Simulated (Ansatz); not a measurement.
**Every step of a relaxation of Te (sc type)**

DFT, PBE, PAW with Ansatz's default frozen-core files, scalar-relativistic (Ansatz 0.2.0); a Γ-centred 16×16×16 k mesh, Fermi–Dirac smearing of 0.08 eV, no spin polarisation. The run relaxes cell and atoms at a target pressure of 340 GPa.

Command: `ansatz run input.yaml --threads 1 --pin off --max-ram 3584MiB --backend cpu --events-out ev --progress --plain --runs-dir out` It took 8.8 s on 1 thread of AMD EPYC 7R43 64-Core Processor (Zen 3), on a shared host, peak memory 0.34 GiB.

PAW: frozen-core files, cutoff 420 eV; forces are relaxed below 0.005 eV/Å.

Each step lists its enthalpy F + pV a cell above the last geometry, the pressure, the cell vectors (Å), and Cartesian positions (Å) with forces (eV/Å).

The first step:

```
step 1  dH = 114.92 meV  P = 401.7 GPa
  cell 2.3057 0.0000 0.0000  0.0000 2.3057 0.0000  0.0000 0.0000 2.3057
  Te 0.0000 0.0000 0.0000   0.0000 0.0000 0.0000
```

Spin–orbit coupling is left out, which matters for the heavy atoms.

Problem. Where does the relaxation end, and by which steps?

Solution. After 5 geometries, with conventional a, b, c = 2.344, 2.344, 2.344 Å, at 12.880 Å³/atom (+5.07 % against the start) in space group Pm-3m, with a shortest distance of 2.344 Å. The further steps:
```
step 2  dH = 382.95 meV  P = 248.9 GPa  (not accepted)
  cell 2.4183 0.0000 0.0000  0.0000 2.4183 0.0000  0.0000 0.0000 2.4183
  Te 0.0000 0.0000 0.0000   0.0000 0.0000 0.0000
step 3  dH = 1.66 meV  P = 333.3 GPa
  cell 2.3486 0.0000 0.0000  0.0000 2.3486 0.0000  0.0000 0.0000 2.3486
  Te 0.0000 0.0000 0.0000   0.0000 0.0000 0.0000
step 4  dH = 0.01 meV  P = 339.6 GPa
  cell 2.3443 0.0000 0.0000  0.0000 2.3443 0.0000  0.0000 0.0000 2.3443
  Te 0.0000 0.0000 0.0000   0.0000 0.0000 0.0000
step 5  dH = 0.00 meV  P = 340.0 GPa
  cell 2.3441 0.0000 0.0000  0.0000 2.3441 0.0000  0.0000 0.0000 2.3441
  Te 0.0000 0.0000 0.0000   0.0000 0.0000 0.0000
step 6  dH = -0.67 meV  P = 340.0 GPa  (same geometry on a basis chosen anew; earlier energies don't compare to the last digit)
  cell 2.3441 0.0000 0.0000  0.0000 2.3441 0.0000  0.0000 0.0000 2.3441
  Te 0.0000 0.0000 0.0000   0.0000 0.0000 0.0000
```
